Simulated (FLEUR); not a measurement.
# Si (P6/mmm) in FLEUR: convergence with muffin-tin radii scaled

Aim: find how far muffin-tin radii scaled must go before the results for Si settle, at PBE. This setting moves, with any that are tied to it; all else stays.

Program: FLEUR MaX-R8.1 (later development tree). These are calculated values, not measurements. Logs are shortened: lines on timing, memory, paths and dates and some standing lists are left out, and cuts for length are marked.

**1. Starting point**

Symmetry: P6/mmm, No. 191, hexagonal system. The conventional cell has a = 2.621 Å, b = 2.621 Å, c = 2.466 Å, α = 90.00°, β = 90.00°, γ = 120.00°. Around Si (site symmetry 6/mmm) lie 8 Si at 2.47 to 2.62 Å.

This isn't the form of Si at room conditions, which is diamond.

**2. With muffin-tin radii scaled 0.75**

File inp.xml:

```xml
<?xml version="1.0" encoding="UTF-8" standalone="no"?>
<fleurInput fleurInputVersion="0.39">
   <comment>
      Si                                                                                                  
   </comment>
   <calculationSetup>
      <cutoffs Kmax="4.54" Gmax="14.1" GmaxXC="14.1" numbands="0"/>
      <scfLoop itmax="60" minDistance="0.00001" maxIterBroyd="15" imix="Anderson" alpha="0.05" precondParam="0.0" spinf="2.0" sdNocoIR="T"/>
      <coreElectrons ctail="T" frcor="F" kcrel="0" coretail_lmax="0"/>
      <xcFunctional name="pbe" relativisticCorrections="F"/>
      <magnetism jspins="1"/>
      <soc l_soc="F" theta="0.0" phi="0.0" spav="F"/>
      <expertModes spex="0" secvar="F"/>
      <geometryOptimization l_f="T" forcealpha="1.0" forcemix="BFGS" epsdisp="0.0005" epsforce="0.0002"/>
      <ldaU l_linMix="F" mixParam="0.05" spinf="1.0"/>
   </calculationSetup>
   <cell>
      <bzIntegration valenceElectrons="12.0" mode="hist" fermiSmearingEnergy="0.00183747">
         <kPointListSelection listName="default-1"/>
         <!-- k-points included here -->
         <xi:include xmlns:xi="http://www.w3.org/2001/XInclude" href="kpts.xml"> </xi:include>
      </bzIntegration>
      <!-- symmetry operations included here -->
      <xi:include xmlns:xi="http://www.w3.org/2001/XInclude" href="sym.xml"> </xi:include>
      <bulkLattice scale="1.0">
         <bravaisMatrix>
            <row-1>    4.9521082179493519     0.0000000000000000     0.0000000000000000</row-1>
            <row-2>   -2.4760541090691621     4.2886515190183623     0.0000000000000000</row-2>
            <row-3>    0.0000000000000000     0.0000000000000000     4.6607343233048963</row-3>
         </bravaisMatrix>
      </bulkLattice>
   </cell>
   <atomSpecies>
      <species name="Silicon (Si)" element="Si" atomicNumber="14">
         <mtSphere radius="1.62" gridPoints="715" logIncrement="0.016"/>
         <atomicCutoffs lmax="9" lnonsphr="9"/>
         <electronConfig flipSpins="F">
            <coreConfig>(1s1/2)</coreConfig>
            <valenceConfig>(2s1/2) (2p1/2) (2p3/2) (3s1/2) (3p1/2) (3p3/2)</valenceConfig>
            <stateOccupation state="(3p1/2)" spinUp="0.333333" spinDown="0.333333"/>
            <stateOccupation state="(3p3/2)" spinUp="0.666667" spinDown="0.666667"/>
         </electronConfig>
         <energyParameters s="3" p="3" d="3" f="4"/>
         <lo type="SCLO" l="0" n="2" eDeriv="0"/>
         <lo type="SCLO" l="1" n="2" eDeriv="0"/>
         <lo type="SCLO" l="2" n="3" eDeriv="2"/>
         <lo type="SCLO" l="3" n="4" eDeriv="2"/>
      </species>
   </atomSpecies>
   <atomGroups>
      <atomGroup species="Silicon (Si)">
         <relPos label="                   1">.0000000000 .0000000000 .0000000000</relPos>
         <force calculate="T" relaxXYZ="TTT"/>
      </atomGroup>
   </atomGroups>
   <output dos="F" band="F" slice="F">
      <checks vchk="F" cdinf="F"/>
      <bandDOS minEnergy="-.5*Htr" maxEnergy="0.5*Htr" sigma="0.015" storeEVData="T"/>
      <vacuumDOS vacdos="F" integ="F" star="F" nstars="0" locx1="0.0" locy1="0.0" locx2="0.0" locy2="0.0" nstm="0" tworkf="0.0"/>
      <unfoldingBand unfoldBand="F" supercellX="1" supercellY="1" supercellZ="1"/>
      <plotting iplot="0" polar="F">
         <plot TwoD="T" vec1="  1.0  0.0  0.0" vec2="  0.0  1.0  0.0" vec3="  0.0  0.0  1.0" zero="  0.0  0.0  0.0" file="plot"/>
      </plotting>
      <chargeDensitySlicing numkpt="0" minEigenval="0.0" maxEigenval="0.0" nnne="0" pallst="F"/>
      <specialOutput eonly="F"/>
      <moessbauerParams electricFieldGradient="T" isomerShift="T" coreHyperfine="T" valenceHyperfine="T"/>
      <magneticCircularDichroism mcd="F" energyLo="-10.0" energyUp="0.0"/>
   </output>
  <!-- We include the file relax.xml here to enable relaxations (see documentation) -->
  <xi:include xmlns:xi="http://www.w3.org/2001/XInclude" href="relax.xml"> <xi:fallback/> </xi:include>
</fleurInput>
```

File crystal.txt:

```
Si
&input cartesian=F /
2.6205428149  0.0000000000  0.0000000000
-1.3102714075  2.2694566494  0.0000000000
0.0000000000  0.0000000000  2.4663543900
1.8897261246
1.0 1.0 1.0

1
14 0.0000000000  0.0000000000  0.0000000000

&kpt div1=10 div2=10 div3=9 gamma=T /
```

Potentials or basis: all-electron, FLAPW.

Started as:

```sh
$ inpgen -f crystal.txt -profile fastHighL
$ # inp.xml edited to the form shown
$ fleur_MPI
```

Wall time 15 s (1 thread of Arm Neoverse V2, shared host); peak memory 0.05 GiB.

What came out:

| Quantity | Value |
| --- | --- |
| Free energy | -7891.8935 eV |
| Band gap on the k mesh | none (metal or under the smearing width) |
| Valence electrons inside the program's atomic spheres | Si 8.86 (radii Si 1.62 bohr) |

**3. With muffin-tin radii scaled 0.8**

Changes to inp.xml since step 2:

```diff
@@ -34,3 +34,3 @@
       <species name="Silicon (Si)" element="Si" atomicNumber="14">
-         <mtSphere radius="1.62" gridPoints="715" logIncrement="0.016"/>
+         <mtSphere radius="1.728" gridPoints="715" logIncrement="0.016"/>
          <atomicCutoffs lmax="9" lnonsphr="9"/>
```

crystal.txt is that of step 2.

Potentials or basis: all-electron, FLAPW.

Started as:

```sh
$ inpgen -f crystal.txt -profile fastHighL
$ # inp.xml edited to the form shown
$ fleur_MPI
```

Run time: 15 s. Hardware: 1 thread of Arm Neoverse V2, shared host; peak memory 0.05 GiB.

Results:

```yaml
Free_energy: -7891.9327 eV
Band_gap_on_the_k_mesh: none (metal or under the smearing width)
Valence_electrons_inside_the_program's_atomic_spheres: Si 9.09 (radii Si 1.728 bohr)
```

**4. With muffin-tin radii scaled 0.85**

Changes to inp.xml since step 3:

```diff
@@ -34,3 +34,3 @@
       <species name="Silicon (Si)" element="Si" atomicNumber="14">
-         <mtSphere radius="1.728" gridPoints="715" logIncrement="0.016"/>
+         <mtSphere radius="1.836" gridPoints="715" logIncrement="0.016"/>
          <atomicCutoffs lmax="9" lnonsphr="9"/>
```

crystal.txt is that of step 3.

Started as:

```sh
$ inpgen -f crystal.txt -profile fastHighL
$ # inp.xml edited to the form shown
$ fleur_MPI
```

Wall time 16 s (1 thread of Arm Neoverse V2, shared host); peak memory 0.05 GiB.

Results:

```yaml
Free_energy: -7891.9460 eV
Band_gap_on_the_k_mesh: none (metal or under the smearing width)
Valence_electrons_inside_the_program's_atomic_spheres: Si 9.33 (radii Si 1.836 bohr)
```

**5. With muffin-tin radii scaled 0.9**

Changes to inp.xml since step 4:

```diff
@@ -34,3 +34,3 @@
       <species name="Silicon (Si)" element="Si" atomicNumber="14">
-         <mtSphere radius="1.836" gridPoints="715" logIncrement="0.016"/>
+         <mtSphere radius="1.944" gridPoints="715" logIncrement="0.016"/>
          <atomicCutoffs lmax="9" lnonsphr="9"/>
```

crystal.txt is that of step 4.

Started as:

```sh
$ inpgen -f crystal.txt -profile fastHighL
$ # inp.xml edited to the form shown
$ fleur_MPI
```

It took 15 s on 1 thread of Arm Neoverse V2, shared host; peak memory 0.05 GiB.

Results:

```yaml
Free_energy: -7891.9505 eV
Band_gap_on_the_k_mesh: none (metal or under the smearing width)
Valence_electrons_inside_the_program's_atomic_spheres: Si 9.59 (radii Si 1.944 bohr)
```

**6. With muffin-tin radii scaled 0.95**

Changes to inp.xml since step 5:

```diff
@@ -34,3 +34,3 @@
       <species name="Silicon (Si)" element="Si" atomicNumber="14">
-         <mtSphere radius="1.944" gridPoints="715" logIncrement="0.016"/>
+         <mtSphere radius="2.052" gridPoints="715" logIncrement="0.016"/>
          <atomicCutoffs lmax="9" lnonsphr="9"/>
```

crystal.txt is that of step 5.

Potentials or basis: all-electron, FLAPW.

Started as:

```sh
$ inpgen -f crystal.txt -profile fastHighL
$ # inp.xml edited to the form shown
$ fleur_MPI
```

It took 15 s on 1 thread of Arm Neoverse V2, shared host; peak memory 0.05 GiB.

Results:

```
Free energy                                           : -7891.9519 eV
Band gap on the k mesh                                : none (metal or under the smearing width)
Valence electrons inside the program's atomic spheres : Si 9.86 (radii Si 2.052 bohr)
```

**7. With muffin-tin radii scaled 1**

Changes to inp.xml since step 6:

```diff
@@ -34,3 +34,3 @@
       <species name="Silicon (Si)" element="Si" atomicNumber="14">
-         <mtSphere radius="2.052" gridPoints="715" logIncrement="0.016"/>
+         <mtSphere radius="2.16" gridPoints="715" logIncrement="0.016"/>
          <atomicCutoffs lmax="9" lnonsphr="9"/>
```

crystal.txt is that of step 6.

Potentials or basis: all-electron, FLAPW.

Started as:

```sh
$ inpgen -f crystal.txt -profile fastHighL
$ # inp.xml edited to the form shown
$ fleur_MPI
```

What it wrote:

```text
Welcome to FLEUR        (www.flapw.de)
      MaX-Release 8.1          (www.max-centre.eu)

 ========== k-point set info ==========
 Selected k-point list: default-1
 k-point list type: mesh
 10 x 10 x 9
 Number of k points: 70

 ------------Calculation Setup---------------------------
 Number of MPI-tasks      :            1
 Number of PE/node        :            1
 Number of OMP-threads    :            1
 Most efficient MPI parallelization for:
           1           2           5           7          10          14          35          70
 Additional eigenvalue parallelization possible
 Number of basis functions:          202
 Approximate size of matrices (H+S) per k-point:         0.001 GB
 --------------------------------------------------------
 Iteration:     1   Distance:       4.68611102 me/bohr^3
 Iteration:     2   Distance:       4.43894654 me/bohr^3
 Iteration:     3   Distance:       0.95260286 me/bohr^3
 Iteration:     4   Distance:       0.25379017 me/bohr^3
 Iteration:     5   Distance:       0.06786609 me/bohr^3
 Iteration:     6   Distance:       0.01145571 me/bohr^3
 Iteration:     7   Distance:       0.01033221 me/bohr^3
 Iteration:     8   Distance:       0.00122187 me/bohr^3
 Iteration:     9   Distance:       0.00059659 me/bohr^3
 Iteration:    10   Distance:       0.00006959 me/bohr^3
 Iteration:    11   Distance:       0.00000686 me/bohr^3

 ********************************************************************
 Run finished successfully
 Stop message:
   Structural relaxation: Done
 ********************************************************************
```

out.xml (last iteration):

```text
<iteration numberForCurrentRun="   12" overallNumber="   12">
         <energyParameters units="Htr">
            <atomicEP atomType="1" spin="1" branch="3s" branchLowest="-4.58" branchHighest="1.18" value="0.0115308045"/>
            <atomicEP atomType="1" spin="1" branch="3p" branchLowest="-2.96" branchHighest="1.65" value="0.1969935946"/>
            <atomicEP atomType="1" spin="1" branch="3d" branchLowest="-9.99" branchHighest="2.06" value="0.3917769781"/>
            <atomicEP atomType="1" spin="1" branch="4f" branchLowest="-9.99" branchHighest="4.20" value="0.5597663395"/>
            <loAtomicEP atomType="1" spin="1" branch="2s" branchLowest="-65.08" branchHighest="-4.58" value="-4.5765306170"/>
            <loAtomicEP atomType="1" spin="1" branch="2p" branchLowest="-9.99" branchHighest="-2.96" value="-2.9613401898"/>
            <loAtomicEP atomType="1" spin="1" branch="3d" branchLowest="-9.99" branchHighest="2.06" value="0.3917764518"/>
            <loAtomicEP atomType="1" spin="1" branch="4f" branchLowest="-9.99" branchHighest="4.20" value="0.5597693210"/>
         </energyParameters>
         <eigenvalues>
            <eigenvaluesAt spin="1" ikpt="1" k_x="0.00000000" k_y="0.00000000" k_z="0.00000000">
                      -4.5766025366       -2.9616564925       -2.9616564925       -2.9598739639       -0.1560956780
                       0.6392821261        0.6579873783        0.7456701687        0.7456701687        0.8143570901
            </eigenvaluesAt>
            <eigenvaluesAt spin="1" ikpt="2" k_x="0.00000000" k_y="0.00000000" k_z="0.11111111">
[... 34 lines left out ...]
            <electricFieldGradient atomType="1" VXX="0.12190" VYY="0.12190" VZZ="-0.24379" asymParam="0.00000">
            </electricFieldGradient>
         </moessbauerParams>
         <totalEnergy                                    value="     -290.0237772479" units="Htr">
            <sumOfEigenvalues                            value="     -156.4411145461">
               <coreElectrons value="-130.1511589225"/>
               <valenceElectrons value="-26.2899556236"/>
            </sumOfEigenvalues>
            <densityCoulombPotentialIntegral value="-420.2720667814"/>
            <densityEffectivePotentialIntegral value="-447.2633114840"/>
            <chargeDenXCDenIntegral value="-20.8979154876"/>
            <FockExchangeEnergyValence value="0.0000000000"/>
            <FockExchangeEnergyCore value="0.0000000000"/>
            <atomTypeDependentContributions atomType="1">
               <electronNucleiInteractionDifferentMTs value="342.1404456283"/>
               <MadelungTerm value="-7.6715796792"/>
            </atomTypeDependentContributions>
            <tkbTimesEntropy value="0.0001171723"/>
            <freeEnergy value="-290.0238944202"/>
            <extrapolationTo0K value="-290.0238358341"/>
         </totalEnergy>
         <totalForcesOnRepresentativeAtoms units="Htr/bohr">
            <forceTotal atomType="1" x="0.000000" y="0.000000" z="0.000000" F_x="0.00000000" F_y="0.00000000" F_z="0.00000000"/>
         </totalForcesOnRepresentativeAtoms>
      </iteration>
```

Wall time 15 s (1 thread of Arm Neoverse V2, shared host); peak memory 0.05 GiB.

What came out:

| Quantity | Value |
| --- | --- |
| Free energy | -7891.9522 eV |
| Band gap on the k mesh | none (metal or under the smearing width) |
| Valence electrons inside the program's atomic spheres | Si 10.14 (radii Si 2.16 bohr) |

**8. Summary**

```
muffin-tin radii scaled  energy less the tightest run, at zero smearing (meV/atom)  SCF cycles  CPU time (s)  peak memory (GiB)
                   0.75                                                      58.72          12            15               0.05
                    0.8                                                      19.51          12            15               0.05
                   0.85                                                       6.19          12            16               0.05
                    0.9                                                       1.72          12            15               0.05
                   0.95                                                       0.31          12            15               0.05
                      1                                                       0.00          12            15               0.05
```

Against the tightest run, the energy stays within 1 meV/atom from 0.95 on. The tightest run that finished is the yardstick and may itself not be fully converged.
